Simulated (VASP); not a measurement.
**A VASP 6.6.1 single-point calculation on BP**

INCAR

```
ISMEAR = -4
LWAVE = .FALSE.
ENCUT = 520
NSW = 0
LASPH = .TRUE.
GGA = PE
SIGMA = 0.005
PREC = Accurate
LCHARG = .FALSE.
NELECT = 7.98
LREAL = .FALSE.
EDIFF = 1E-7
IBRION = -1
NELM = 120
ISIF = 2
NBANDS = 11
```

KPOINTS

```
KPOINTS created by Atomic Simulation Environment
0
Gamma
10 10 10
0 0 0
```

POSCAR

```
B  P
 1.0000000000000000
     0.0000000000000000    2.3778753193000002    2.2234512308999999
     2.3778753193000002    0.0000000000000000    2.2234512308999999
     2.3778753193000002    2.3778753193000002    0.0000000000000000
 B   P
   1   1
Cartesian
  0.0000000000000000  0.0000000000000000  0.0000000000000000
  1.1889376596500001  1.1889376596500001  1.1117256154499999
```

The recommended PBE PAW datasets give the neutral cell 8 valence electrons.

Command

```
mpirun -np 1 vasp_std
```

Problem. Predict the outcome of this run.

Solution. It converged. Results: pressure -11.1 GPa.

OSZICAR

```
N       E                     dE             d eps       ncg     rms          rms(c)
DAV:   1     0.870314331539E+01    0.87031E+01   -0.33982E+03  2244   0.567E+02
DAV:   2    -0.128882783036E+02   -0.21591E+02   -0.20839E+02  3025   0.105E+02
DAV:   3    -0.134886573939E+02   -0.60038E+00   -0.59912E+00  2866   0.156E+01
DAV:   4    -0.134910805180E+02   -0.24231E-02   -0.24228E-02  2579   0.117E+00
DAV:   5    -0.134910954264E+02   -0.14908E-04   -0.14909E-04  2796   0.905E-02    0.643E+00
DAV:   6    -0.130267045277E+02    0.46439E+00   -0.11540E+00  2517   0.442E+00    0.348E+00
DAV:   7    -0.129591998233E+02    0.67505E-01   -0.16409E-01  2807   0.203E+00    0.123E+00
DAV:   8    -0.129524133579E+02    0.67865E-02   -0.22758E-02  2629   0.842E-01    0.163E-01
DAV:   9    -0.129527412192E+02   -0.32786E-03   -0.72905E-04  2656   0.174E-01    0.900E-02
DAV:  10    -0.129529247750E+02   -0.18356E-03   -0.23253E-04  2486   0.953E-02    0.247E-02
DAV:  11    -0.129529347710E+02   -0.99961E-05   -0.99081E-06  2882   0.213E-02    0.256E-02
DAV:  12    -0.129529359260E+02   -0.11550E-05   -0.37914E-06  2505   0.976E-03    0.931E-03
DAV:  13    -0.129529358144E+02    0.11163E-06   -0.88705E-08  2036   0.203E-03    0.419E-03
DAV:  14    -0.129529358770E+02   -0.62642E-07   -0.30146E-08  1296   0.106E-03
   1 F= -.12952936E+02 E0= -.12952936E+02  d E =0.000000E+00
```

The cell is charged and sits in a uniform background.

For comparison, a separate PBE run of the intended cell, on usual settings and not on those above, gives a gap of 0.39 eV on its mesh and a pressure of -9.7 GPa.
